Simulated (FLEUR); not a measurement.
# GaAs (F-43m) in FLEUR: notebook

The runs below take GaAs through band structure, equation of state, with BLYP.

Program: FLEUR MaX-R8.1 (later development tree). These are calculated values, not measurements. Logs are shortened: lines on timing, memory, paths and dates and some standing lists are left out, and cuts for length are marked.

**Experimental background.**

“Evidence of valence band perturbations in GaAsN/GaAs(001): A combined variable-angle spectroscopic ellipsometry and modulated photoreflectance investigation”, 2008, arxiv:0805.2212 reports, for a bulk crystal of GaAs at 300 K: band gap 1.418 ± 0.005 eV (direct).

The runs below are set against these values where they give the same quantity.

### 1 Starting point

The structure is cubic, space group F-43m (No. 216). The conventional cell has a = 5.654 Å, b = 5.654 Å, c = 5.654 Å, α = 90.00°, β = 90.00°, γ = 90.00°. As (site symmetry -43m) has 4 Ga at 2.45 Å as nearest neighbours. Ga (site symmetry -43m) has 4 As at 2.45 Å as nearest neighbours.

### 2 Band structure, BLYP

File inp.xml:

```xml
<?xml version="1.0" encoding="UTF-8" standalone="no"?>
<fleurInput fleurInputVersion="0.39">
   <comment>
      GaAs                                                                                                
   </comment>
   <calculationSetup>
      <cutoffs Kmax="4.58" Gmax="14.2" GmaxXC="14.2" numbands="0"/>
      <scfLoop itmax="60" minDistance="0.00001" maxIterBroyd="15" imix="Anderson" alpha="0.05" precondParam="0.0" spinf="2.0" sdNocoIR="T"/>
      <coreElectrons ctail="T" frcor="F" kcrel="0" coretail_lmax="0"/>
      <xcFunctional name="LibXC" relativisticCorrections="F">
         <LibXCName exchange="gga_x_b88" correlation="gga_c_lyp"/>
      </xcFunctional>
      <magnetism jspins="1"/>
      <soc l_soc="F" theta="0.0" phi="0.0" spav="F"/>
      <expertModes spex="0" secvar="F"/>
      <geometryOptimization l_f="F" forcealpha="1.0" forcemix="BFGS" epsdisp="0.00001" epsforce="0.00001"/>
      <ldaU l_linMix="F" mixParam="0.05" spinf="1.0"/>
   </calculationSetup>
   <cell>
      <bzIntegration valenceElectrons="42.0" mode="hist" fermiSmearingEnergy="0.00183747">
         <kPointListSelection listName="default-1"/>
         <!-- k-points included here -->
         <xi:include xmlns:xi="http://www.w3.org/2001/XInclude" href="kpts.xml"> </xi:include>
      </bzIntegration>
      <!-- symmetry operations included here -->
[... 36 lines left out ...]
         <energyParameters s="4" p="4" d="3" f="4"/>
         <lo type="SCLO" l="0" n="3" eDeriv="0"/>
         <lo type="SCLO" l="1" n="3" eDeriv="0"/>
         <lo type="SCLO" l="1" n="3" eDeriv="1"/>
         <lo type="HELO" l="2" n="4" eDeriv="0"/>
         <lo type="HELO" l="2" n="4" eDeriv="1"/>
         <lo type="SCLO" l="3" n="4" eDeriv="2"/>
      </species>
   </atomSpecies>
   <atomGroups>
      <atomGroup species="Arsenic (As)">
         <relPos label="                   1">-1.000/4.000 -1.000/4.000 -1.000/4.000</relPos>
         <force calculate="T" relaxXYZ="TTT"/>
      </atomGroup>
      <atomGroup species="Gallium (Ga)">
         <relPos label="                   2">.0000000000 .0000000000 .0000000000</relPos>
         <force calculate="T" relaxXYZ="TTT"/>
      </atomGroup>
   </atomGroups>
   <output dos="F" band="F" slice="F">
      <checks vchk="F" cdinf="F"/>
      <bandDOS minEnergy="-.5*Htr" maxEnergy="0.5*Htr" sigma="0.015" storeEVData="T"/>
      <vacuumDOS vacdos="F" integ="F" star="F" nstars="0" locx1="0.0" locy1="0.0" locx2="0.0" locy2="0.0" nstm="0" tworkf="0.0"/>
      <unfoldingBand unfoldBand="F" supercellX="1" supercellY="1" supercellZ="1"/>
      <plotting iplot="0" polar="F">
         <plot TwoD="T" vec1="  1.0  0.0  0.0" vec2="  0.0  1.0  0.0" vec3="  0.0  0.0  1.0" zero="  0.0  0.0  0.0" file="plot"/>
      </plotting>
      <chargeDensitySlicing numkpt="0" minEigenval="0.0" maxEigenval="0.0" nnne="0" pallst="F"/>
      <specialOutput eonly="F"/>
      <moessbauerParams electricFieldGradient="T" isomerShift="T" coreHyperfine="T" valenceHyperfine="T"/>
      <magneticCircularDichroism mcd="F" energyLo="-10.0" energyUp="0.0"/>
   </output>
  <!-- We include the file relax.xml here to enable relaxations (see documentation) -->
  <xi:include xmlns:xi="http://www.w3.org/2001/XInclude" href="relax.xml"> <xi:fallback/> </xi:include>
</fleurInput>
```

File crystal.txt:

```
GaAs
&input cartesian=F /
0.0000000000  2.8268500000  2.8268500000
2.8268500000  0.0000000000  2.8268500000
2.8268500000  2.8268500000  0.0000000000
1.8897261246
1.0 1.0 1.0

2
33 0.7500000000  0.7500000000  0.7500000000
31 0.0000000000  0.0000000000  0.0000000000

&kpt div1=8 div2=8 div3=8 gamma=T /
```

File inp.xml (bands):

```
<?xml version="1.0" encoding="UTF-8" standalone="no"?>
<fleurInput fleurInputVersion="0.39">
   <comment>
      GaAs                                                                                                
   </comment>
   <calculationSetup>
      <cutoffs Kmax="4.58" Gmax="14.2" GmaxXC="14.2" numbands="0"/>
      <scfLoop itmax="60" minDistance="0.00001" maxIterBroyd="15" imix="Anderson" alpha="0.05" precondParam="0.0" spinf="2.0" sdNocoIR="T"/>
      <coreElectrons ctail="T" frcor="F" kcrel="0" coretail_lmax="0"/>
      <xcFunctional name="LibXC" relativisticCorrections="F">
         <LibXCName exchange="gga_x_b88" correlation="gga_c_lyp"/>
      </xcFunctional>
      <magnetism jspins="1"/>
      <soc l_soc="F" theta="0.0" phi="0.0" spav="F"/>
      <expertModes spex="0" secvar="F"/>
      <geometryOptimization l_f="F" forcealpha="1.0" forcemix="BFGS" epsdisp="0.00001" epsforce="0.00001"/>
      <ldaU l_linMix="F" mixParam="0.05" spinf="1.0"/>
   </calculationSetup>
   <cell>
      <bzIntegration valenceElectrons="42.0" mode="hist" fermiSmearingEnergy="0.00183747">
         <kPointListSelection listName="path-1"/>
         <!-- k-points included here -->
         <xi:include xmlns:xi="http://www.w3.org/2001/XInclude" href="kpts.xml"> </xi:include>
      </bzIntegration>
      <!-- symmetry operations included here -->
[... 37 lines left out ...]
         <lo type="SCLO" l="0" n="3" eDeriv="0"/>
         <lo type="SCLO" l="1" n="3" eDeriv="0"/>
         <lo type="SCLO" l="1" n="3" eDeriv="1"/>
         <lo type="HELO" l="2" n="4" eDeriv="0"/>
         <lo type="HELO" l="2" n="4" eDeriv="1"/>
         <lo type="SCLO" l="3" n="4" eDeriv="2"/>
      </species>
   </atomSpecies>
   <atomGroups>
      <atomGroup species="Arsenic (As)">
         <relPos label="                   1">-1.000/4.000 -1.000/4.000 -1.000/4.000</relPos>
         <force calculate="T" relaxXYZ="TTT"/>
      </atomGroup>
      <atomGroup species="Gallium (Ga)">
         <relPos label="                   2">.0000000000 .0000000000 .0000000000</relPos>
         <force calculate="T" relaxXYZ="TTT"/>
      </atomGroup>
   </atomGroups>
   <output dos="F" band="T" slice="F">
      <checks vchk="F" cdinf="F"/>
      <bandDOS minEnergy="-.5*Htr" maxEnergy="0.5*Htr" sigma="0.015" storeEVData="T"/>
      <vacuumDOS vacdos="F" integ="F" star="F" nstars="0" locx1="0.0" locy1="0.0" locx2="0.0" locy2="0.0" nstm="0" tworkf="0.0"/>
      <unfoldingBand unfoldBand="F" supercellX="1" supercellY="1" supercellZ="1"/>
      <plotting iplot="0" polar="F">
         <plot TwoD="T" vec1="  1.0  0.0  0.0" vec2="  0.0  1.0  0.0" vec3="  0.0  0.0  1.0" zero="  0.0  0.0  0.0" file="plot"/>
      </plotting>
      <chargeDensitySlicing numkpt="0" minEigenval="0.0" maxEigenval="0.0" nnne="0" pallst="F"/>
      <specialOutput eonly="F"/>
      <moessbauerParams electricFieldGradient="T" isomerShift="T" coreHyperfine="T" valenceHyperfine="T"/>
      <magneticCircularDichroism mcd="F" energyLo="-10.0" energyUp="0.0"/>
   </output>
  <!-- We include the file relax.xml here to enable relaxations (see documentation) -->
  <xi:include xmlns:xi="http://www.w3.org/2001/XInclude" href="relax.xml"> <xi:fallback/> </xi:include>
</fleurInput>
```

Potentials or basis: all-electron, FLAPW.

Run with:

```console
> inpgen -f crystal.txt -profile fastHighL
> # inp.xml edited to the form shown
> fleur_MPI
> fleur_MPI   # second run, on inp.xml (bands)
```

Log:

```text
Welcome to FLEUR        (www.flapw.de)
      MaX-Release 8.1          (www.max-centre.eu)
 func_ids         131         106         131         106
The functional 'Becke 88' is an exchange functional, it belongs to the 'GGA' family and is defined in the reference(s):
[1] A. D. Becke.,  Phys. Rev. A 38, 3098 (1988)
The functional 'Lee, Yang & Parr' is a correlation functional, it belongs to the 'GGA' family and is defined in the reference(s):
[1] C. Lee, W. Yang, and R. G. Parr.,  Phys. Rev. B 37, 785 (1988)
[2] B. Miehlich, A. Savin, H. Stoll, and H. Preuss.,  Chem. Phys. Lett. 157, 200 (1989)
 Using same functional for VXC and EXC

 ========== k-point set info ==========
 Selected k-point list: default-1
 k-point list type: mesh
 8 x 8 x 8
 Number of k points: 29

 ------------Calculation Setup---------------------------
 Number of MPI-tasks      :            1
 Number of PE/node        :            1
 Number of OMP-threads    :            1
 Most efficient MPI parallelization for:
           1          29
 Additional eigenvalue parallelization possible
 Number of basis functions:          615
 Approximate size of matrices (H+S) per k-point:         0.011 GB
 --------------------------------------------------------
 Iteration:     1   Distance:      18.99156242 me/bohr^3
 Iteration:     2   Distance:      17.91478369 me/bohr^3
 Iteration:     3   Distance:       5.08916687 me/bohr^3
 Iteration:     4   Distance:       1.24946250 me/bohr^3
 Iteration:     5   Distance:       1.14636196 me/bohr^3
 Iteration:     6   Distance:       0.32025504 me/bohr^3
 Iteration:     7   Distance:       0.12269075 me/bohr^3
 Iteration:     8   Distance:       0.08740062 me/bohr^3
 Iteration:     9   Distance:       0.00929444 me/bohr^3
 Iteration:    10   Distance:       0.00943861 me/bohr^3
 Iteration:    11   Distance:       0.00197842 me/bohr^3
 Iteration:    12   Distance:       0.00129752 me/bohr^3
 Iteration:    13   Distance:       0.00014046 me/bohr^3
 Iteration:    14   Distance:       0.00004988 me/bohr^3
 Iteration:    15   Distance:       0.00002054 me/bohr^3
 Iteration:    16   Distance:       0.00001891 me/bohr^3
 Iteration:    17   Distance:       0.00001086 me/bohr^3
 Iteration:    18   Distance:       0.00000216 me/bohr^3

 ********************************************************************
 Run finished successfully
 Stop message:
   all done
 ********************************************************************
```

Wall time 86 s (1 thread of Intel Xeon Platinum 8375C at 2.90GHz (Ice Lake), shared host); peak memory 0.08 GiB.

Results:

| Quantity | Value |
| --- | --- |
| Free energy | -114450.3759 eV |
| Band gap on the k mesh | 0.35 eV, direct |
| Band gap along the path | 0.35 eV, direct |
| Valence electrons inside the program's atomic spheres | As 18.86; Ga 19.17 (radii As 2.14, Ga 2.14 bohr) |

Levels at the corners of the path, in eV from the valence-band top:
```csv
point,band 19,band 20,band 21,band 22,band 23,band 24
Γ,0.00,0.00,0.00,0.35,3.78,3.78
X,-6.83,-2.64,-2.64,1.63,1.74,10.10
W,-6.66,-3.46,-3.27,4.56,4.87,5.43
K,-6.65,-3.77,-2.22,2.07,4.69,7.97
Γ,0.00,0.00,0.00,0.35,3.78,3.78
L,-6.61,-1.13,-1.13,0.97,4.72,4.72
U,-6.65,-3.77,-2.22,2.07,4.69,7.97
W,-6.66,-3.46,-3.27,4.56,4.87,5.43
L,-6.61,-1.13,-1.13,0.97,4.72,4.72
K,-6.65,-3.77,-2.22,2.07,4.69,7.97
U,-6.65,-3.77,-2.22,2.07,4.69,7.97
X,-6.83,-2.64,-2.64,1.63,1.74,10.10
```

Core levels (eV from the Fermi level):
```tsv
atom	levels
1 As	1s1/2 -11713.8, 2s1/2 -1481.3, 2p1/2 -1323.1, 2p3/2 -1286.5, 3s1/2 -184.7
2 Ga	1s1/2 -10226.0, 2s1/2 -1258.0, 2p1/2 -1113.5, 2p3/2 -1085.8
```

### 3 Equation of state, BLYP, 21.23 Å³/atom (volume scaled by 0.94)

Changes to inp.xml since step 2:

```diff
@@ -6,3 +6,3 @@
    <calculationSetup>
-      <cutoffs Kmax="4.58" Gmax="14.2" GmaxXC="14.2" numbands="0"/>
+      <cutoffs Kmax="4.71" Gmax="14.6" GmaxXC="14.6" numbands="0"/>
       <scfLoop itmax="60" minDistance="0.00001" maxIterBroyd="15" imix="Anderson" alpha="0.05" precondParam="0.0" spinf="2.0" sdNocoIR="T"/>
@@ -26,3 +26,3 @@
       <xi:include xmlns:xi="http://www.w3.org/2001/XInclude" href="sym.xml"> </xi:include>
-      <bulkLattice scale="1.0">
+      <bulkLattice scale="0.9795861087">
          <bravaisMatrix>
@@ -36,3 +36,3 @@
       <species name="Arsenic (As)" element="As" atomicNumber="33">
-         <mtSphere radius="2.14" gridPoints="707" logIncrement="0.017"/>
+         <mtSphere radius="2.08" gridPoints="707" logIncrement="0.017"/>
          <atomicCutoffs lmax="9" lnonsphr="7"/>
@@ -53,3 +53,3 @@
       <species name="Gallium (Ga)" element="Ga" atomicNumber="31">
-         <mtSphere radius="2.14" gridPoints="707" logIncrement="0.017"/>
+         <mtSphere radius="2.08" gridPoints="707" logIncrement="0.017"/>
          <atomicCutoffs lmax="9" lnonsphr="7"/>
```

Potentials or basis: all-electron, FLAPW.

Run with:

```console
> inpgen -f crystal.txt -profile fastHighL
> # inp.xml edited to the form shown
> fleur_MPI
```

Run time: 82 s. Hardware: 1 thread of Intel Xeon Platinum 8375C at 2.90GHz (Ice Lake), shared host; peak memory 0.08 GiB.

Results (log left out):

```yaml
Free_energy: -114450.2155 eV
Band_gap_on_the_k_mesh: 0.83 eV, direct
Valence_electrons_inside_the_program's_atomic_spheres: As 18.72; Ga 19.07 (radii As 2.08, Ga 2.08 bohr)
```

### 4 Equation of state, BLYP, 21.69 Å³/atom (volume scaled by 0.96)

Changes to inp.xml since step 3:

```diff
@@ -26,3 +26,3 @@
       <xi:include xmlns:xi="http://www.w3.org/2001/XInclude" href="sym.xml"> </xi:include>
-      <bulkLattice scale="0.9795861087">
+      <bulkLattice scale="0.9864848297">
          <bravaisMatrix>
```

Run with:

```console
> inpgen -f crystal.txt -profile fastHighL
> # inp.xml edited to the form shown
> fleur_MPI
```

It took 79 s on 1 thread of Intel Xeon Platinum 8375C at 2.90GHz (Ice Lake), shared host; peak memory 0.08 GiB.

It converged, with:

| Quantity | Value |
| --- | --- |
| Free energy | -114450.2796 eV |
| Band gap on the k mesh | 0.67 eV, direct |
| Valence electrons inside the program's atomic spheres | As 18.70; Ga 19.06 (radii As 2.08, Ga 2.08 bohr) |

### 5 Equation of state, BLYP, 22.59 Å³/atom

Changes to inp.xml since step 4:

```diff
@@ -26,3 +26,3 @@
       <xi:include xmlns:xi="http://www.w3.org/2001/XInclude" href="sym.xml"> </xi:include>
-      <bulkLattice scale="0.9864848297">
+      <bulkLattice scale="1.0000000000">
          <bravaisMatrix>
```

Run with:

```console
> inpgen -f crystal.txt -profile fastHighL
> # inp.xml edited to the form shown
> fleur_MPI
```

Wall time 92 s (1 thread of Intel Xeon Platinum 8375C at 2.90GHz (Ice Lake), shared host); peak memory 0.08 GiB.

Results (log left out):

| Quantity | Value |
| --- | --- |
| Free energy | -114450.3735 eV |
| Band gap on the k mesh | 0.35 eV, direct |
| Valence electrons inside the program's atomic spheres | As 18.67; Ga 19.03 (radii As 2.08, Ga 2.08 bohr) |

### 6 Against experiment

Step 2. Measured gap of GaAs: 1.418 eV (direct; 300 K; “Evidence of valence band perturbations in GaAsN/GaAs(001): A combined variable-angle spectroscopic ellipsometry and modulated photoreflectance investigation”, 2008, arxiv:0805.2212). This calculation gives 0.35 eV (-1.07 eV). So large a miss can be the level of theory's own, or it may mean another phase, state or a wrong row. 3 values of this kind are on record (1.412 to 1.51 eV); this one was drawn at random among those near their median, those with a stated uncertainty first. Spin-orbit coupling on As, Ga is left out. The value is that of BLYP, without temperature or zero-point motion. Semilocal functionals fall short of measured gaps as a rule.
